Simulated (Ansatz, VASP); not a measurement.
# SnTe in VASP and in Ansatz

```
Sn Te
1.0
     0.00000    3.60748    3.60748
     3.60748    0.00000    3.60748
     3.60748    3.60748    0.00000
Sn Te
1 1
Direct
  0.00000 0.00000 0.00000
  0.25000 0.25000 0.25000
```

Alike in both runs: functional PBE; k mesh 11 × 11 × 11; occupations fermi-dirac, width 0.05 eV; no spin polarisation.

Ansatz relaxed the structure, and its values are those at the end. VASP's run is a single point on that final structure, the one shown.

|  | VASP | Ansatz |
| --- | --- | --- |
| version | VASP 6.6.1 | Ansatz 0.2.0 |
| potentials or method | VASP PAW PBE potentials, release 64 (Sn_d, Te) | PAW with Ansatz's default frozen-core files, scalar-relativistic |
| plane-wave cutoff (eV) | 520 | 420 |
| valence electrons in the cell | 20 | 30 |

|  | VASP | Ansatz | Ansatz less VASP |
| --- | --- | --- | --- |
| pressure (GPa) | 0.0 | 0.0 | +0.01 |

The two sets of potentials don't hold the same shells in valence.
